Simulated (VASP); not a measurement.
**Rb under changes of volume**

One of the cells (84.080 Å³/atom); the others are scaled copies at fixed shape and fractional positions:

```
Rb
1.0
     5.77801    0.00000    0.00000
     0.00000    4.67073    0.00000
     0.00000    0.00000   12.46199
Rb
4
Cartesian
  5.5064 3.5030 1.3334
  3.1606 1.1677 7.5644
  2.6174 3.5030 4.8976
  0.2716 1.1677 11.1286
```

This isn't the form of Rb at room conditions, which is bcc.

| Quantity | Value |
| --- | --- |
| Program | VASP 6.6.1 |
| Functional | PBE |
| Potentials or basis | VASP PAW PBE potentials, release 64 (Rb_sv) |
| Cutoff | 520 eV |
| k mesh | 5 × 6 × 3 |
| Occupations | fermi-dirac, width 0.05 eV |
| Spin | no spin polarisation |

| volume (Å³/atom) | energy over the lowest point (meV/atom) | pressure (GPa) | largest force (eV/Å) |
| --- | --- | --- | --- |
| 77.485 | ? | ? | ? |
| 79.134 | 56.46 | 1.3 | 0.808 |
| 80.782 | 43.35 | 1.2 | 0.787 |
| 84.080 | 20.00 | 1.0 | 0.747 |
| 85.728 | 9.62 | 1.0 | 0.727 |
| 87.377 | 0.00 | 0.9 | 0.709 |

Problem. What does the run at 77.485 Å³/atom give?

Solution. Energy over the lowest point 70.62 meV/atom; pressure 1.4 GPa; largest force 0.830 eV/Å.

Worked out: A Birch-Murnaghan fit of order 3 (a polynomial in V^(-2/3)) to the other rows has no minimum within the range. It gives 70.66 meV/atom at 77.485 Å³/atom, against the run's 70.62, and -dE/dV = 1.4 GPa, against 1.4.

Energies are extrapolated to zero smearing.
